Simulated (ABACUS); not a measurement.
# Tc in ABACUS: the effect of functional

The system is Tc.

```
Tc
1.0
     2.74000    0.00000    0.00000
    -1.37000    2.37291    0.00000
     0.00000    0.00000    4.39800
Tc
2
Direct
  0.66667 0.33333 0.75000
  0.33333 0.66667 0.25000
```

Alike in all runs:

```yaml
Program: ABACUS 3.10.1
Task: single point
Potentials_or_basis: SG15 ONCV 1.2 PBE
Cutoff: 1361 eV
Density_cutoff: 5442 eV
Basis: DZP LCAO (the cutoffs set its grid)
k_mesh: 11 × 11 × 6
Occupations: fermi-dirac, width 0.05 eV
Spin: no spin polarisation
```

```csv
functional,pressure (GPa)
LDA,-8.4
PBE,5.1
PBEsol,-3.8
WC,-2.0
PW91,5.5
TPSS,?
SCAN,-3.2
```

Task: What does the run with functional TPSS give?

Result: Pressure 1.2 GPa.

Caveats: the atomic orbitals were generated for these runs and aren't a published set; the basis of atomic orbitals isn't converged, which shifts pressures, moduli and gaps; the potentials were made for another functional, which shifts forces and pressure (some runs).
